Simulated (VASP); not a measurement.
Input of a VASP 6.6.1 run:

INCAR

```
PREC     = Accurate       # precision mode
ENCUT    = 520            # plane-wave cutoff, eV
EDIFF    = 1E-7           # SCF threshold, eV
ISMEAR   = 0              # smearing method
SIGMA    = 0.1            # smearing width, eV
LREAL    = F              # projectors in reciprocal space
LASPH    = T              # aspherical terms in the spheres
NELM     = 60             # most SCF steps
ALGO     = Normal         # electronic algorithm
ISIF     = 3              # what is computed and relaxed
LWAVE    = F              # write WAVECAR
LCHARG   = F              # write CHGCAR
GGA      = PS             # functional
IBRION   = 2              # ionic algorithm
NSW      = 80             # ionic steps
EDIFFG   = -0.002         # ionic threshold
PSTRESS  = 1250.0
```

Contents of KPOINTS:

```
regular mesh
0
Gamma
  6 6 6
```

File POSCAR:

```
Se                                      
1.0
    1.9194145509      1.1081745151      0.9290819224
   -1.9194145509      1.1081745151      0.9290819224
    0.0000000000     -2.2163490304      0.9290819224
  Se            
     1
Direct
     0.0000000000000000    0.0000000000000000    0.0000000000000000
```

Potentials or basis: VASP PAW PBE potentials, release 64 (Se).

Launch:

```sh
$ cat potpaw_PBE.64/Se/POTCAR > POTCAR
$ mpirun -np 1 vasp_std > vasp.out
```

Problem. What does it give for the band gap on the k mesh?

Solution. None (metal or under the smearing width).

Final structure:
```cif
data_structure
_symmetry_space_group_name_H-M 'P 1'
_symmetry_Int_Tables_number 1
_cell_length_a 2.4032
_cell_length_b 2.4032
_cell_length_c 2.4032
_cell_angle_alpha 106.010
_cell_angle_beta 106.010
_cell_angle_gamma 106.010
_cell_volume 11.86
loop_
_atom_site_label
_atom_site_type_symbol
_atom_site_fract_x
_atom_site_fract_y
_atom_site_fract_z
_atom_site_occupancy
Se1 Se 0.00000 0.00000 0.00000 1
```

Caveat: the k mesh is coarse (spacing up to 0.49 Å⁻¹), so the values aren't converged; the relaxation stopped at its first step, so nothing moved; the cell is relaxed towards a set pressure, so the enthalpy falls and the energy may rise.
